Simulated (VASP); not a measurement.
**VASP 6.6.1, r²SCAN single-point calculation, SrTiO$_{3}$ (strained cubic perovskite)**

INCAR

```
SIGMA = 0.01
ENCUT = 520
ISMEAR = 0
NELM = 120
IBRION = -1
LWAVE = .FALSE.
LCHARG = .FALSE.
EDIFF = 1E-7
ISIF = 2
NSW = 0
LREAL = .FALSE.
ALGO = Normal
PREC = Accurate
LASPH = .TRUE.
NBANDS = 28
METAGGA = R2SCAN
```

KPOINTS

```
KPOINTS created by Atomic Simulation Environment
0
Gamma
6 6 6
0 0 0
```

KPOINTS_OPT

```
special points
4
Reciprocal
0.0000000000 0.0000000000 0.0000000000 1
0.0000000000 0.5000000000 0.0000000000 1
0.5000000000 0.5000000000 0.0000000000 1
0.5000000000 0.5000000000 0.5000000000 1
```

POSCAR

```
Sr Ti O
 1.0000000000000000
     4.0631255615999997    0.0000000000000000    0.0000000000000000
     0.0000000000000000    4.0631255615999997    0.0000000000000000
     0.0000000000000000    0.0000000000000000    3.8235624553999998
 Sr  Ti  O
   1   1   3
Cartesian
  0.0000000000000000  0.0000000000000000  0.0000000000000000
  2.0315627807999999  2.0315627807999999  1.9117812277000004
  2.0315627807999999  2.0315627807999999  0.0000000000000000
  2.0315627807999999  0.0000000000000000  1.9117812277000004
  0.0000000000000000  2.0315627807999999  1.9117812277000004
```

VASP ran with the recommended PBE PAW datasets (40 valence electrons in the cell).

Command

```
mpirun -np 1 vasp_std
```

OSZICAR

```
N       E                     dE             d eps       ncg     rms          rms(c)
DAV:   1     0.405480134925E+03    0.40548E+03   -0.21628E+04  2240   0.161E+03
DAV:   2    -0.400893524009E+02   -0.44557E+03   -0.42866E+03  2604   0.442E+02
DAV:   3    -0.840015958698E+02   -0.43912E+02   -0.43580E+02  3160   0.136E+02
DAV:   4    -0.862146358416E+02   -0.22130E+01   -0.22058E+01  3420   0.258E+01
DAV:   5    -0.862806644547E+02   -0.66029E-01   -0.66012E-01  3236   0.365E+00    0.247E+01
DAV:   6    -0.625015524208E+02    0.23779E+02   -0.37229E+01  3156   0.646E+01    0.111E+01
DAV:   7    -0.630778840317E+02   -0.57633E+00   -0.37925E+00  2760   0.119E+01    0.720E+00
DAV:   8    -0.631331896281E+02   -0.55306E-01   -0.48115E-01  2852   0.578E+00    0.114E+00
DAV:   9    -0.631421447380E+02   -0.89551E-02   -0.47340E-02  3240   0.158E+00    0.645E-01
DAV:  10    -0.631437566563E+02   -0.16119E-02   -0.42852E-02  2892   0.159E+00    0.210E-01
DAV:  11    -0.631429378896E+02    0.81877E-03   -0.48595E-03  2584   0.488E-01    0.105E-01
DAV:  12    -0.631429599676E+02   -0.22078E-04   -0.47324E-04  3196   0.239E-01    0.671E-02
DAV:  13    -0.631429067786E+02    0.53189E-04   -0.72202E-04  2540   0.169E-01    0.403E-02
DAV:  14    -0.631428905850E+02    0.16194E-04   -0.15536E-04  3092   0.113E-01    0.160E-02
DAV:  15    -0.631428905735E+02    0.11456E-07   -0.20316E-05  3036   0.462E-02    0.671E-03
DAV:  16    -0.631428897493E+02    0.82426E-06   -0.15520E-06  2872   0.136E-02    0.277E-03
DAV:  17    -0.631428898864E+02   -0.13714E-06   -0.45585E-07  2724   0.438E-03    0.115E-03
DAV:  18    -0.631428899005E+02   -0.14106E-07   -0.54853E-08  1488   0.201E-03
   1 F= -.63142890E+02 E0= -.63142890E+02  d E =-.186618-175
       N       E                     dE             ncg
DAV:   1     0.244358687671E+04   -0.37716E+04      224
DAV:   2     0.828330469192E+03   -0.16153E+04      232
DAV:   3     0.638221189206E+03   -0.19011E+03      340
DAV:   4     0.629378381868E+03   -0.88428E+01      296
DAV:   5     0.629073836266E+03   -0.30455E+00      308
DAV:   6     0.629070277912E+03   -0.35584E-02      292
DAV:   7     0.629070205925E+03   -0.71986E-04      308
DAV:   8     0.629070205106E+03   -0.81929E-06      296
DAV:   9     0.629070205099E+03   -0.71595E-08      168
```

From OUTCAR

```
k-points           NKPTS =     40   k-points in BZ     NKDIM =     40   number of bands    NBANDS=     28

   NELECT =      40.0000    total number of electrons

   dimension x,y,z NGX =    30 NGY =   30 NGZ =   28
   dimension x,y,z NGXF=    60 NGYF=   60 NGZF=   56

  energy-cutoff  :      520.00
  volume of cell :       63.12
      direct lattice vectors                 reciprocal lattice vectors
     4.063125562  0.000000000  0.000000000     0.246115948  0.000000000  0.000000000
     0.000000000  4.063125562  0.000000000     0.000000000  0.246115948  0.000000000
     0.000000000  0.000000000  3.823562455     0.000000000  0.000000000  0.261536201

 k-points in reciprocal lattice and weights: KPOINTS created by Atomic Simulation Env
   0.00000000  0.00000000  0.00000000       0.005
   0.16666667  0.00000000  0.00000000       0.019
   0.33333333  0.00000000  0.00000000       0.019
   0.50000000  0.00000000  0.00000000       0.009
   0.16666667  0.16666667  0.00000000       0.019
   0.33333333  0.16666667  0.00000000       0.037
   0.50000000  0.16666667  0.00000000       0.019
   0.33333333  0.33333333  0.00000000       0.019
   ...

 E-fermi :   3.5967

 k-point     1 :       0.0000    0.0000    0.0000
  band No.  band energies     occupation
      1     -55.5402      2.00000
      2     -30.7365      2.00000
      3     -30.6880      2.00000
      4     -30.6880      2.00000
      5     -30.6720      2.00000
      6     -14.9216      2.00000
      7     -14.0113      2.00000
      8     -13.7882      2.00000
      9     -12.0491      2.00000
     10     -12.0491      2.00000
     11     -11.9799      2.00000
     12       0.4243      2.00000
     13       0.4243      2.00000
     14       0.7212      2.00000
     15       2.2086      2.00000
     16       2.2086      2.00000
     17       2.4190      2.00000
     18       2.9707      2.00000
     19       2.9707      2.00000
     20       2.9982      2.00000
     21       5.4677      0.00000
     22       5.5688      0.00000
     23       5.5688      0.00000
     24       7.3493      0.00000
     25       7.7501      0.00000
     26       9.0208      0.00000
     27       9.5743      0.00000
     28       9.9940      0.00000

 k-point     2 :       0.1667    0.0000    0.0000
  band No.  band energies     occupation
      1     -55.5399      2.00000
      2     -30.7361      2.00000
      3     -30.7306      2.00000
      4     -30.6876      2.00000
      5     -30.6373      2.00000
      6     -14.9435      2.00000
      7     -13.9830      2.00000
      8     -13.7996      2.00000
      9     -12.0417      2.00000
     10     -11.9722      2.00000
     11     -11.9161      2.00000
     12       0.1743      2.00000
     13       0.4127      2.00000
     14       0.7265      2.00000
     15       1.9650      2.00000
     16       2.0138      2.00000
     17       2.1533      2.00000
     18       2.2743      2.00000
     19       2.8425      2.00000
     20       2.8644      2.00000
     21       5.5969      0.00000
     22       5.9312      0.00000
     23       6.0091      0.00000
     24       7.5803      0.00000
     25       8.2658      0.00000
     26       9.4156      0.00000
     27       9.9472      0.00000
     28      10.5720      0.00000

 k-point     3 :       0.3333    0.0000    0.0000
  band No.  band energies     occupation
      1     -55.5395      2.00000
      2     -30.7737      2.00000
      3     -30.7353      2.00000
      4     -30.6868      2.00000
      5     -30.6099      2.00000
      6     -15.0202      2.00000
      7     -13.9750      2.00000
      8     -13.6959      2.00000
      9     -12.0269      2.00000
     10     -11.9567      2.00000
     11     -11.6856      2.00000
     12      -0.3588      2.00000
     13       0.3966      2.00000
     14       0.7543      2.00000
     15       1.2840      2.00000
     16       1.5185      2.00000
     17       1.6694      2.00000
     18       1.7076      2.00000
     19       2.6937      2.00000
     20       2.7066      2.00000
     21       5.6545      0.00000
     22       6.7126      0.00000
     23       6.7515      0.00000
     24       7.6291      0.00000
     25       9.2655      0.00000
     26      10.2519      0.00000
     27      10.7341      0.00000
     28      12.1562      0.00000

 k-point     4 :       0.5000    0.0000    0.0000
  band No.  band energies     occupation
      1     -55.5393      2.00000
      2     -30.7912      2.00000
      3     -30.7350      2.00000
      4     -30.6864      2.00000
      5     -30.6002      2.00000
      6     -15.0692      2.00000
      7     -13.9800      2.00000
      8     -13.6070      2.00000
      9     -12.0195      2.00000
     10     -11.9489      2.00000
     11     -11.5835      2.00000
     12      -0.6462      2.00000
     13       0.3945      2.00000
     14       0.7877      2.00000
     15       0.9293      2.00000
     16       1.3153      2.00000
     17       1.4374      2.00000
     18       1.5563      2.00000
     19       2.6252      2.00000
     20       2.6595      2.00000
     21       5.6840      0.00000
     22       7.0691      0.00000
     23       7.0889      0.00000
     24       7.6390      0.00000
     25       9.6708      0.00000
     26      10.7066      0.00000
     27      11.1670      0.00000
     28      11.9977      0.00000

 k-point     5 :       0.1667    0.1667    0.0000
  band No.  band energies     occupation
      1     -55.5397      2.00000
      2     -30.7385      2.00000
      3     -30.7357      2.00000
      4     -30.6992      2.00000
      5     -30.6255      2.00000
      6     -14.9314      2.00000
      7     -13.9451      2.00000
      8     -13.8508      2.00000
      9     -11.9642      2.00000
     10     -11.9382      2.00000
     11     -11.8951      2.00000
     12       0.0172      2.00000
     13       0.3182      2.00000
     14       0.7366      2.00000
     15       1.3620      2.00000
     16       1.9589      2.00000
     17       2.0936      2.00000
     18       2.1483      2.00000
     19       2.5592      2.00000
     20       2.6663      2.00000
     21       5.9808      0.00000
     22       6.0708      0.00000
     23       6.1911      0.00000
     24       8.1940      0.00000
     25       8.4107      0.00000
     26       9.7562      0.00000
     27      10.3455      0.00000
     28      10.9469      0.00000

 k-point     6 :       0.3333    0.1667    0.0000
  band No.  band energies     occupation
      1     -55.5393      2.00000
      2     -30.7654      2.00000
      3     -30.7349      2.00000
      4     -30.7004      2.00000
      5     -30.6128      2.00000
      6     -14.9457      2.00000
      7     -13.9534      2.00000
      8     -13.7901      2.00000
      9     -11.9481      2.00000
     10     -11.9160      2.00000
     11     -11.6996      2.00000
     12      -0.4125      2.00000
     13       0.2000      2.00000
     14       0.6251      2.00000
     15       0.7769      2.00000
     16       1.4855      2.00000
     17       1.5490      2.00000
     18       2.1419      2.00000
     19       2.4212      2.00000
     20       2.4546      2.00000
     21       6.0600      0.00000
     22       6.7581      0.00000
     23       6.7930      0.00000
     24       8.2420      0.00000
     25       9.4513      0.00000
     26      10.4870      0.00000
     27      11.1599      0.00000
     28      11.9489      0.00000

 k-point     7 :       0.5000    0.1667    0.0000
  band No.  band energies     occupation
      1     -55.5391      2.00000
      2     -30.7796      2.00000
      3     -30.7345      2.00000
      4     -30.6980      2.00000
      5     -30.6086      2.00000
      6     -14.9697      2.00000
      7     -13.9657      2.00000
      8     -13.7193      2.00000
      9     -11.9400      2.00000
     10     -11.9109      2.00000
     11     -11.6062      2.00000
     12      -0.6734      2.00000
     13       0.2143      2.00000
     14       0.2419      2.00000
     15       0.8228      2.00000
     16       1.3069      2.00000
     17       1.3293      2.00000
     18       2.1509      2.00000
     19       2.3315      2.00000
     20       2.3586      2.00000
     21       6.0816      0.00000
     22       7.0892      0.00000
     23       7.1160      0.00000
     24       8.2394      0.00000
     25       9.8809      0.00000
     26      10.9148      0.00000
     27      11.6056      0.00000
     28      12.3427      0.00000

 ...

  Total       -4.7997895     -4.7997895      0.3761960      0.0000000     -0.0000000      0.0000000
  in kB     -121.8271550   -121.8271550      9.5485208      0.0000000     -0.0000000      0.0000000
  external PRESSURE =     -78.0352631 kB  Pullay stress =       0.0000000 kB

 POSITION                                       TOTAL-FORCE (eV/Angst)
 -----------------------------------------------------------------------------------
      0.00000      0.00000      0.00000         0.000000      0.000000      0.000000
      2.03156      2.03156      1.91178         0.000000      0.000000      0.000000
      2.03156      2.03156      0.00000         0.000000      0.000000      0.000000
      2.03156      0.00000      1.91178         0.000000      0.000000      0.000000
      0.00000      2.03156      1.91178         0.000000      0.000000      0.000000
 -----------------------------------------------------------------------------------
    total drift:                                0.000000      0.000000     -0.000000

  FREE ENERGIE OF THE ION-ELECTRON SYSTEM (eV)
  ---------------------------------------------------
  free  energy   TOTEN  =       -63.1428899005 eV

  energy  without entropy=      -63.1428899005  energy(sigma->0) =      -63.14288990
```

```
gap between bands v and c : 2.07 eV
least direct gap          : 2.47 eV
pressure                  : -7.8 GPa
```

Band v is the last that the valence electrons fill when counted band by band, and c is the next.

The run took about 3.5 min on one core of a shared host (Intel Xeon Platinum 8488C) and held 0.24 GiB at most.
